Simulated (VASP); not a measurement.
# LaH3 (Fm-3m) in VASP: single point with PBEsol

Aim: the single point of LaH3 with PBEsol.

Program: VASP 6.6.1. These are calculated values, not measurements. Logs are shortened: lines on timing, memory, paths and dates and some standing lists are left out, and cuts for length are marked.

## Step 1: Starting point

The structure is cubic, space group Fm-3m (No. 225). The conventional cell has a = 5.573 Å, b = 5.573 Å, c = 5.573 Å, α = 90.00°, β = 90.00°, γ = 90.00°. La (site symmetry m-3m) has 8 H at 2.41 Å as nearest neighbours. H (site symmetry m-3m) has 8 H at 2.41 Å as nearest neighbours. H (site symmetry -43m) is surrounded by 4 La at 2.41 Å and 4 H at 2.41 Å.

The cell comes from a database or a generator and needn't be the stable form of this composition.

## Step 2: Single point, PBEsol

Contents of INCAR:

```
PREC = Accurate
ENCUT = 520
EDIFF = 1E-7
ISMEAR = 1
SIGMA = 0.15
LREAL = F
LASPH = T
NELM = 100
ALGO = Normal
ISIF = 2
LWAVE = F
LCHARG = F
GGA = PS
NBANDS = 15
```

Contents of KPOINTS:

```
Automatic mesh
0
Gamma
  7 7 7
```

Contents of POSCAR:

```
LaH3
1.0
    0.0000000000      2.7864790000      2.7864790000
    2.7864790000      0.0000000000      2.7864790000
    2.7864790000      2.7864790000      0.0000000000
La H
1 3
Direct
    0.0000000000      0.0000000000      0.0000000000
    0.5000000000      0.5000000000      0.5000000000
    0.7500000000      0.7500000000      0.7500000000
    0.2500000000      0.2500000000      0.2500000000
```

Potentials or basis: VASP PAW PBE potentials, release 64 (La, H).

The run is started by

```console
cat potpaw_PBE.64/La/POTCAR potpaw_PBE.64/H/POTCAR > POTCAR
mpirun -np 1 vasp_std > vasp.out
```

OUTCAR:

```text
PREC = Accurate
   ENCUT = 520
   EDIFF = 1E-7
   ISMEAR = 1
   LREAL = F
   LASPH = T
   NELM = 100
   ISIF = 2
   GGA = PS

 ion  position               nearest neighbor table
   1  0.000  0.000  0.000-
   2  0.500  0.500  0.500-
   3  0.750  0.750  0.750-
   4  0.250  0.250  0.250-

  LATTYP: Found a face centered cubic cell.
 ALAT       =     5.5729580000

  Lattice vectors:

 A1 = (   0.0000000000,   2.7864790000,   2.7864790000)
 A2 = (   2.7864790000,   0.0000000000,   2.7864790000)
 A3 = (   2.7864790000,   2.7864790000,   0.0000000000)

Analysis of symmetry for initial positions (statically):
=====================================================================
 Subroutine PRICEL returns:
 Original cell was already a primitive cell.

 Routine SETGRP: Setting up the symmetry group for a
 face centered cubic supercell.

 Subroutine GETGRP returns: Found 48 space group operations
 (whereof 48 operations were pure point group operations)
 out of a pool of 48 trial point group operations.

The static configuration has the point symmetry O_h .

Analysis of symmetry for dynamics (positions and initial velocities):
=====================================================================
 Subroutine PRICEL returns:
 Original cell was already a primitive cell.

 Routine SETGRP: Setting up the symmetry group for a
 face centered cubic supercell.

 Subroutine GETGRP returns: Found 48 space group operations
 (whereof 48 operations were pure point group operations)
 out of a pool of 48 trial point group operations.

The dynamic configuration has the point symmetry O_h .

 Subroutine INISYM returns: Found 48 space group operations
 (whereof 48 operations are pure point group operations),
 and found     1 'primitive' translations

----------------------------------------------------------------------------------------

                                     Primitive cell

  volume of cell :      43.2710

  direct lattice vectors                    reciprocal lattice vectors
     0.000000000  2.786479000  2.786479000    -0.179437921  0.179437921  0.179437921
     2.786479000  0.000000000  2.786479000     0.179437921 -0.179437921  0.179437921
     2.786479000  2.786479000  0.000000000     0.179437921  0.179437921 -0.179437921

  length of vectors
     3.940676393  3.940676393  3.940676393     0.310795597  0.310795597  0.310795597

  position of ions in fractional coordinates (direct lattice)
     0.000000000  0.000000000  0.000000000
     0.500000000  0.500000000  0.500000000
     0.750000000  0.750000000  0.750000000
     0.250000000  0.250000000  0.250000000

  ion indices of the primitive-cell ions
   primitive index   ion index
                 1           1
                 2           2
                 3           3
                 4           4

----------------------------------------------------------------------------------------

 KPOINTS: Automatic mesh

Automatic generation of k-mesh.
 Grid dimensions read from file:
 generate k-points for:    7    7    7

 Generating k-lattice:

  Cartesian coordinates                     Fractional coordinates (reciprocal lattice)
    -0.025633989  0.025633989  0.025633989     0.142857143  0.000000000  0.000000000
     0.025633989 -0.025633989  0.025633989     0.000000000  0.142857143  0.000000000
     0.025633989  0.025633989 -0.025633989     0.000000000  0.000000000  0.142857143

  Length of vectors
     0.044399371  0.044399371  0.044399371

  Shift w.r.t. Gamma in fractional coordinates (k-lattice)
     0.000000000  0.000000000  0.000000000

 Subroutine IBZKPT returns following result:
 ===========================================

 Found     20 irreducible k-points:

 Following reciprocal coordinates:
            Coordinates               Weight
  0.000000  0.000000  0.000000      1.000000
  0.142857  0.000000  0.000000      8.000000
  0.285714  0.000000  0.000000      8.000000
  0.428571  0.000000  0.000000      8.000000
  0.142857  0.142857  0.000000      6.000000
  0.285714  0.142857  0.000000     24.000000
[... 12 lines left out ...]
 -0.428571  0.428571  0.142857     24.000000
 -0.285714  0.428571  0.142857     24.000000
   k-points           NKPTS =     20   k-points in BZ     NKDIM =     20   number of bands    NBANDS=     15
   number of dos      NEDOS =    301   number of ions     NIONS =      4
   total plane-waves  NPLWV =  27000
   dimension x,y,z NGX =    30 NGY =   30 NGZ =   30
   dimension x,y,z NGXF=    60 NGYF=   60 NGZF=   60
   ions per type =               1   3
   NGX,Y,Z   is equivalent  to a cutoff of  12.66, 12.66, 12.66 a.u.
   NGXF,Y,Z  is equivalent  to a cutoff of  25.31, 25.31, 25.31 a.u.
 SYSTEM =  unknown system
   PREC   = accura    normal or accurate (medium, high low for compatibility)
   ISTART =      0    job   : 0-new  1-cont  2-samecut
   ICHARG =      2    charge: 1-file 2-atom 10-const
   ISPIN  =      1    spin polarized calculation?
   LNONCOLLINEAR =      F non collinear calculations
   LSORBIT =      F    spin-orbit coupling
   LASPH  =      T    aspherical Exc in radial PAW
   ENCUT  =  520.0 eV  38.22 Ry    6.18 a.u.   7.33  7.33  7.33*2*pi/ulx,y,z
   NELM   =    100;   NELMIN=  2; NELMDL= -5     # of ELM steps
   EDIFF  = 0.1E-06   stopping-criterion for ELM
   LREAL  =      F    real-space projection
   EDIFFG = 0.1E-05   stopping-criterion for IOM
   NSW    =      0    number of steps for IOM
   IBRION =     -1    ionic relax: 0-MD 1-quasi-New 2-CG
   NFREE  =      0    steps in history (QN), initial steepest desc. (CG)
   ISIF   =      2    stress and relaxation
   ISYM   =      2    0-nonsym 1-usesym 2-fastsym
   POTIM  = 0.5000    time-step for ionic-motion
   TEBEG  =    0.0;   TEEND  =   0.0 temperature during run
   PSTRESS=    0.0 pullay stress
   NELECT =      14.0000    total number of electrons
   NUPDOWN=      -1.0000    fix difference up-down
   EMIN   =  10.00;   EMAX   =-10.00  energy-range for DOS
   EFERMI =   0.00;   METHOD = LEGACY
   ISMEAR =     1;   SIGMA  =   0.15  broadening in eV -4-tet -1-fermi 0-gaus
   EFERMI_NEDOS =   21; number of points for ismear=-14 and -15
   IALGO  =     38    algorithm
   IMIX   =      4    mixing-type and parameters
     AMIX     =   0.40;   BMIX     =  1.00
     AMIX_MAG =   1.60;   BMIX_MAG =  1.00
  volume/ion in A,a.u.               =      10.82        73.00
  Fermi-wavevector in a.u.,A,eV,Ry     =   1.123876  2.123818 17.185482  1.263097
  Thomas-Fermi vector in A             =   2.260545
   LORBIT       =      0    0 simple, 1 ext, 2 COOP (PROOUT), +10 PAW based schemes
   GGA     = PS    functional components
   LHFCALC =     F    Hartree Fock is set to
   AEXX    =    0.0000 exact exchange contribution
   IVDW    =     0    specifies the selected vdW correction
   LEPSILON=     F    determine dielectric tensor
   LRPA    =     F    only Hartree local field effects (RPA)
 non-spin polarized calculation
 Methfessel and Paxton  Order N= 1 SIGMA  =   0.15
  energy-cutoff  :      520.00
  volume of cell :       43.27
 maximum number of plane-waves:      1211
 NGX is ok and might be reduce to    30
   NGX = 15   NGY = 15   NGZ = 15

 number of electron      13.9999998 magnetization

 Free energy of the ion-electron system (eV)
  ---------------------------------------------------
  ext. energy  EPLUGINS =         0.00000000
  ---------------------------------------------------
  free energy    TOTEN  =       -17.68894755 eV

  energy without entropy =      -17.68910618  energy(sigma->0) =      -17.68900043

 E-fermi :   7.6953     XC(G=0): -10.1892

 val. band max:        7.1943131636   @ k =   0.1429   0.0000   0.0000
 cond. band min:       7.7854540674   @ k =   0.4286   0.0000   0.0000
 fundamental gap:      0.5911409038
 Fermi energy:         7.6953481614

 k-point     1 :       0.0000    0.0000    0.0000
  band No.  band energies     occupation
      1     -25.6959      2.00000
      2      -8.9333      2.00000
      3      -8.9333      2.00000
      4      -8.9333      2.00000
      5      -0.4075      2.00000
      6       4.7154      2.00000
      7       7.9047     -0.06387
      8       7.9047     -0.06387
      9       7.9047     -0.06387
     10       8.1719     -0.00007
     11       8.9529     -0.00000
     12       8.9529     -0.00000
     13       8.9529     -0.00000
     14       9.5649     -0.00000
     15       9.5649     -0.00000

 k-point     2 :       0.1429    0.0000    0.0000
  band No.  band energies     occupation
      1     -25.6721      2.00000
      2      -9.1869      2.00000
      3      -8.9579      2.00000
      4      -8.9579      2.00000
      5       0.0845      2.00000
      6       4.0904      2.00000
      7       7.1943      2.00002
      8       8.0387     -0.00563
      9       8.0387     -0.00563
     10       8.7309     -0.00000
     11       8.9046     -0.00000
     12       8.9046     -0.00000
     13       9.5455     -0.00000
     14       9.5455     -0.00000
     15       9.5672     -0.00000

 k-point     3 :       0.2857    0.0000    0.0000
  band No.  band energies     occupation
      1     -25.6180      2.00000
      2      -9.6968      2.00000
      3      -9.0123      2.00000
      4      -9.0123      2.00000
      5       1.0929      2.00000
      6       3.4417      2.00000
      7       6.1031      2.00000
      8       8.0168     -0.00981
      9       8.0168     -0.00981
     10       8.9332     -0.00000
     11       8.9332     -0.00000
     12       9.3274     -0.00000
     13       9.4862     -0.00000
     14       9.4862     -0.00000
     15       9.5741     -0.00000
[... 271 lines left out ...]
 k-point    19 :      -0.4286    0.4286    0.1429
  band No.  band energies     occupation
      1     -25.5324      2.00000
      2      -9.9057      2.00000
      3      -9.4271      2.00000
      4      -9.2813      2.00000
      5       2.5440      2.00000
      6       2.5987      2.00000
      7       4.0042      2.00000
      8       8.5709     -0.00000
      9       9.0109     -0.00000
     10       9.1059     -0.00000
     11       9.3489     -0.00000
     12       9.3888     -0.00000
     13       9.3900     -0.00000
     14       9.5375     -0.00000
     15      10.5369     -0.00000

 k-point    20 :      -0.2857    0.4286    0.1429
  band No.  band energies     occupation
      1     -25.5286      2.00000
      2      -9.7471      2.00000
      3      -9.6630      2.00000
      4      -9.2664      2.00000
      5       2.9118      2.00000
      6       2.9731      2.00000
      7       3.5125      2.00000
      8       8.2253     -0.00001
      9       9.0213     -0.00000
     10       9.0500     -0.00000
     11       9.3724     -0.00000
     12       9.3963     -0.00000
     13       9.4356     -0.00000
     14       9.4544     -0.00000
     15      10.1905     -0.00000

------------------------ aborting loop because EDIFF is reached ----------------------------------------

  FORCE on cell =-STRESS in cart. coord.  units (eV):
  Direction    XX          YY          ZZ          XY          YZ          ZX
  --------------------------------------------------------------------------------------
  -------------------------------------------------------------------------------------
  Total       -0.8775952     -0.8775952     -0.8775952      0.0000000      0.0000000      0.0000000
  in kB      -32.4943221    -32.4943221    -32.4943221      0.0000000      0.0000000      0.0000000
  external PRESSURE =     -32.4943221 kB  Pullay stress =       0.0000000 kB

 VOLUME and BASIS-vectors are now :
 -----------------------------------------------------------------------------
  energy-cutoff  :      520.00
  volume of cell :       43.27
      direct lattice vectors                 reciprocal lattice vectors
     0.000000000  2.786479000  2.786479000    -0.179437921  0.179437921  0.179437921
     2.786479000  0.000000000  2.786479000     0.179437921 -0.179437921  0.179437921
     2.786479000  2.786479000  0.000000000     0.179437921  0.179437921 -0.179437921

 POSITION                                       TOTAL-FORCE (eV/Angst)
 -----------------------------------------------------------------------------------
      0.00000      0.00000      0.00000        -0.000000      0.000000      0.000000
      2.78648      2.78648      2.78648        -0.000000      0.000000      0.000000
      4.17972      4.17972      4.17972         0.000000      0.000000      0.000000
      1.39324      1.39324      1.39324        -0.000000     -0.000000     -0.000000
 -----------------------------------------------------------------------------------
    total drift:                                0.000000     -0.000000     -0.000000

  FREE ENERGIE OF THE ION-ELECTRON SYSTEM (eV)
  ---------------------------------------------------
  free  energy   TOTEN  =       -17.6889475530 eV

  energy  without entropy=      -17.6891061778  energy(sigma->0) =      -17.68900043
```

Run time: 12 s. Hardware: 1 thread of Intel Xeon 6975P-C (Granite Rapids), shared host; peak memory 0.18 GiB.

What came out:

- Free energy: -17.6889 eV
- Pressure: -3.2 GPa
- Band gap on the k mesh: none (metal or under the smearing width)

Caveat: the PAW data sets were made with another functional, which shifts forces and pressure a little. The run has no spin-orbit coupling, so splittings on La are missing.
